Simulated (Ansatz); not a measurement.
# Hg3S: the cost of one run

Method: DFT PBE, scalar-relativistic, plane waves, PAW, in Ansatz 0.2.0.

### 1 The structure to begin with

Symmetry: P4/mmm, No. 123, tetragonal system. Conventional cell: a = 4.530 Å, b = 4.530 Å, c = 4.484 Å, α = 90.00°, β = 90.00°, γ = 90.00°. Hg (site symmetry mmm) is surrounded by 8 Hg at 3.19 to 3.20 Å and 4 S at 3.19 Å. Hg (site symmetry 4/mmm) is surrounded by 8 Hg at 3.19 Å and 4 S at 3.20 Å. Around S (site symmetry 4/mmm) lie 12 Hg at 3.19 to 3.20 Å.

Coordinates:

```cif
data_structure
_symmetry_space_group_name_H-M 'P 1'
_symmetry_Int_Tables_number 1
_cell_length_a 4.5303
_cell_length_b 4.5303
_cell_length_c 4.4837
_cell_angle_alpha 90.000
_cell_angle_beta 90.000
_cell_angle_gamma 90.000
_cell_volume 92.02
loop_
_atom_site_label
_atom_site_type_symbol
_atom_site_fract_x
_atom_site_fract_y
_atom_site_fract_z
_atom_site_occupancy
Hg1 Hg 0.00000 0.50000 0.50000 1
Hg2 Hg 0.50000 0.00000 0.50000 1
Hg3 Hg 0.50000 0.50000 0.00000 1
S1 S 0.00000 0.00000 0.00000 1
```

This is candidate A: Cu3Pd type (P4/mmm, No. 123).

(A quick probe on a coarse mesh, which set the mesh and smearing, is not shown.)

### 3 Relaxing cell and atoms (candidate A)

input.yaml

```yaml
crystal:
  lattice:
    - [4.5303153072, 0.0, 0.0]
    - [0.0, 4.5303153072, 0.0]
    - [0.0, 0.0, 4.4837499889]
  atoms:
    - { symbol: Hg, position: [0.0, 0.5, 0.5] }
    - { symbol: Hg, position: [0.5, 0.0, 0.5] }
    - { symbol: Hg, position: [0.5, 0.5, 0.0] }
    - { symbol: S, position: [0.0, 0.0, 0.0] }
basis:
  ecutwfc: 420
kpoints:
  mp_grid: { grid: [10, 10, 10] }
hamiltonian:
  xc: pbe
scf:
  occupations: { method: gaussian, width: 0.1 }
output:
  forces: true
  stress: true
  eigenvalues: true
relax:
  adjacent_minimum: "off"
  f_tol: 0.01
  max_steps: 80
  cell: { stress_tol: 0.05 }
```

Run with:

```bash
> ansatz run input.yaml --threads 1 --pin off --max-ram 2560MiB --backend cpu --events-out ev --progress --plain --runs-dir out
```

Q: Estimate wall time and peak memory on 1 thread of Intel Xeon 6975P-C (Granite Rapids), shared host.

About 2.2 min, with a peak of 0.65 GiB.
